**Why does the band gap of squeezed GaAs go up and down?**

I am looking at these results for GaAs at six volumes and trying to understand the two gap columns.

Spin-unpolarised HSE06 calculations for zinc-blende GaAs with Ansatz 0.2.0, using PAW, a 420 eV plane-wave cutoff, a 6×6×6 k mesh and fixed occupations, without spin–orbit coupling. The largest cell has the r2SCAN geometry; the others are hydrostatically compressed from it.

| volume (Å³/atom) | shortest distance (Å) | band gap (eV) | least direct gap (eV) |
| --- | --- | --- | --- |
| 20.536 | 2.372 | 1.867 | 2.246 |
| 20.754 | 2.380 | 1.890 | 2.153 |
| 20.818 | 2.382 | 1.896 | 2.126 |
| 20.979 | 2.389 | 1.913 | 2.059 |
| 21.076 | 2.392 | 1.923 | 2.019 |
| 22.739 | 2.454 | 1.364 | 1.364 |

1. What is the difference between the two gaps, and why do they agree in only one row?
2. Why does the direct gap grow when the crystal is squeezed?
3. The bonds shorten by only a few percent. Why does the direct gap change by so much more?
4. Among the five smaller cells, why does the other gap shrink as the volume falls?
5. Where does the trend turn over, and how firm is that point?
6. Can I use one fixed number of meV per GPa?
7. Which digits can I trust, and what would spin–orbit coupling change?

**Answer**

**1. Two gaps, two destinations**

An electron in a crystal has a wave pattern, labelled by a wave vector, as well as an energy. The "least direct gap" is the smallest energy needed to lift an electron without changing that wave vector. The "band gap" allows the wave vector to change, so it can never be larger.

In the widest cell, at 22.739 Å³ per atom, both the filled top and the empty bottom lie at the point Γ, where every unit cell carries the same phase. The two gaps are then the same quantity. In the five compressed cells the lowest empty state lies elsewhere. The calculation places it at X, where the phase alternates from one layer of Ga atoms to the next, in the cells at 20.754 and 21.076 Å³; the other three fall on the same smooth line.

**2. The direct gap: two levels pushed apart**

A hydrogen molecule is the simplest picture. Two s orbitals combine into a bonding level and an antibonding level, and pushing the atoms together drives these levels apart. The lowest empty state of GaAs at Γ is likewise an antibonding combination of s orbitals on Ga and As, so shorter bonds raise it. The top of the filled band is a bonding combination of p orbitals, which does not follow the empty state upward at anything like the same rate.

This orbital picture is standard band theory. What the table shows is its consequence: the direct gap is larger in every smaller cell, rising from 1.364 to 2.246 eV across the series. The comparison with hydrogen ends at the type of orbital. In the molecule both levels come from s orbitals, whereas in GaAs the gap lies between an s level and a p level, and that difference answers the next question.

**3. A small difference between large energies**

A common rule of thumb lets the couplings between neighbouring orbitals grow as 1/d², where d is the shortest distance. From the widest to the smallest cell this factor rises by 7 %. If the whole gap followed it, the smallest cell would have a gap of only 1.46 eV.

The gap, however, is not itself a coupling. In the free atoms the s levels lie well below the p levels. The couplings must first make up this offset before the s-like antibonding state can stand above the p-like bonding state. Only the surplus is the gap:

direct gap ≈ K·(d₀/d)² − D

Here d₀ is the shortest distance in the widest cell, K collects the s and p couplings at that distance, and D is the atomic offset, taken as fixed. The squeeze enlarges the first term but leaves D alone, so a modest percentage of a large energy becomes a large percentage of the small remainder.

A least-squares fit to the five compressed cells, with (d₀/d)² taken from the volumes, gives K = 12.36 eV and D = 10.99 eV. A rise of 7 % in the coupling term is then 0.07 × 12.36 ≈ 0.87 eV, close to the 0.88 eV in the table. The widest cell took no part in the fit, and the formula misses its gap by about 0.01 eV. A straight line in the logarithm of the volume, which also has two constants, does about as well. The fit fixes only the slope: a steeper power of d would need a smaller K and D, so these two numbers should not be read as atomic energies.

The calculated levels at Γ test the picture more directly. The direct gap equals half the s–s splitting plus half the p–p splitting, less the distance between the centres of the p pair and the s pair. From 21.076 to 20.754 Å³ that distance stays at 8.53 eV, so the offset is indeed fixed, though smaller than the fitted D. The s–s splitting widens from 16.53 to 16.80 eV, by 1.6 % where 1/d² would give 1.0 %. The p–p splitting hardly moves, from 4.560 to 4.564 eV. Half the s–s widening, 0.133 eV, is almost the whole 0.135 eV rise of the direct gap. Between these cells the gap opens because the s-like empty state climbs.

**4. The X state does not feel the same push**

At X the alternating phase changes what each atom sees. An s orbital on Ga has four As neighbours, two with one sign and two with the other, so their s contributions cancel. The strong s–s repulsion that lifts the Γ state is therefore absent. What remains is mixing between s orbitals on one kind of atom and p orbitals on the other, together with d-like states higher up.

The gap to X can then shrink in two ways: the d-like states higher up may press the X level down, or the filled top may rise. Measured from the deep, filled d levels of Ga and As, the calculated filled top rises more than X sinks between the cells at 21.076 and 20.754 Å³. Those deep levels can shift too, so the comparison points to the filled top without proving it. The empty p-like level at Γ moves up by nearly the same amount, so the p pair shifts as a whole instead of splitting further. Repulsion from the filled Ga d levels seems to supply only a small part of this. It would push the threefold Ga d level at Γ down from the twofold one, and that distance grows by only 0.004 eV while the filled top rises 0.025 eV above the twofold level. The higher kinetic energy of electrons in a smaller cell is the expected remaining cause, not separated out here. Among the compressed cells the band gap falls from 1.923 eV in the largest to 1.867 eV in the smallest, while the direct gap climbs.

The same reasoning serves for a related zinc-blende semiconductor: first find where the lowest empty state lies. If it is the s-like state at Γ, compression opens the gap quickly. If it is at X, compression usually closes it slowly.

**5. The turning point lies where the two levels cross**

The band gap follows whichever empty level is lower. Going from small to large volume, it first rises slowly with X and then falls steeply with Γ. It should therefore peak where the two cross, somewhere between 21.076 and 22.739 Å³, a range in which no cell was calculated.

Straight lines against ln V, where V is the volume per atom, locate the crossing. Fitted by least squares to the five compressed cells, they give slopes of −8.7 eV for Γ and +2.2 eV for X, so the levels approach each other at 10.9 eV per unit of ln V. At 21.076 Å³ the Γ level is still 2.019 − 1.923 = 0.096 eV above X. Closing that distance takes 0.096/10.9 ≈ 0.009 in ln V, an expansion of about 0.9 %, which leads to about 21.3 Å³ and a peak gap near 1.94 eV.

Within this method the volume is fairly firm because the extrapolation is short, but an error of 0.1 eV in the distance between X and Γ would move it by about 1 %. The order of the levels there is less so: a third candidate, at the point L, comes out only about 0.02 eV above the crossing when extended from two cells. A direct handover from X to Γ is therefore likely, but a calculation near 21.3 Å³ should confirm it.

**6. Volume is the better ruler than pressure**

No single number of meV per GPa covers the range. Between the widest cell and the next one, the direct gap changes by about 96 meV per GPa. Across the compressed cells it changes by about 80. The reason is mechanical: a compressed crystal is stiffer, so each further GPa removes less volume, while the gap's response to a given fractional change of volume stays nearly the same.

Interpolating the calculated pressures puts the crossing at 6 to 7 GPa. These pressures were computed with loose numerical thresholds, but over the compressed range their average agrees with the one derived from the total energies, 8.8 GPa in both cases. Experiment finds the crossing at a clearly lower pressure, so the calculated value should not be taken as a prediction for the real crystal. One possible cause, untested here, is that the calculation places X too far above Γ in the uncompressed crystal, which would then need more pressure to bring them level.

**7. Good differences, less certain absolute values**

The third decimal is useful for comparing cells, provided they are far enough apart. Between 20.754 and 20.818 Å³ the band gap changes by only 0.006 eV, and rounding alone can shift that difference by 0.001 eV, or one part in six; the unrounded levels give 0.0067 eV. A slope taken from this pair is correspondingly rough. Use the whole compressed range instead.

As a prediction for real GaAs, even the first decimal needs care. These HSE06 results leave out spin–orbit coupling, which would raise the filled top by roughly 0.1 eV and lower both gaps by about that much in every cell. The direct gap of the widest cell already lies below the measured gap of GaAs, so this correction would increase the error, not remove it. The crossing would hardly move, because the Γ and X gaps are measured from the same filled top. What decides the turning point is the distance between the two empty levels.
